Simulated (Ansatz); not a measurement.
W, 1 atom in the cell. Symmetry: Fm-3m, No. 225, cubic system. Conventional cell: a = 4.060 Å, b = 4.060 Å, c = 4.060 Å, α = 90.00°, β = 90.00°, γ = 90.00°. W (site symmetry m-3m) has 12 W at 2.87 Å as nearest neighbours. This isn't the form of W at room conditions, which is bcc.

```yaml
Program: Ansatz 0.2.0
Task: elastic constants
Functional: PBEsol
Potentials_or_basis: Ansatz PAW
Cutoff: "420 eV (not typed: the program's choice for these potentials)"
k_mesh: 8 × 8 × 8
Occupations: fermi-dirac, width 0.05 eV
Spin: no spin polarisation
Atoms_under_strain: relaxed
```

Potentials or basis: Ansatz PAW.

Launch:

```sh
$ ansatz run input.yaml --threads 2 --pin off --max-ram 5632MiB --backend cpu --events-out ev --progress --plain --runs-dir out
```

Hardware: 2 threads of Arm Neoverse V2, with other jobs on the host.

Question: Estimate the wall time of this run.

Answer: It took 2 s on 2 threads of Arm Neoverse V2 (shared host), peak memory 0.28 GiB. Counts: scf iterations 29, plane waves 331, k points 29, bands 11.
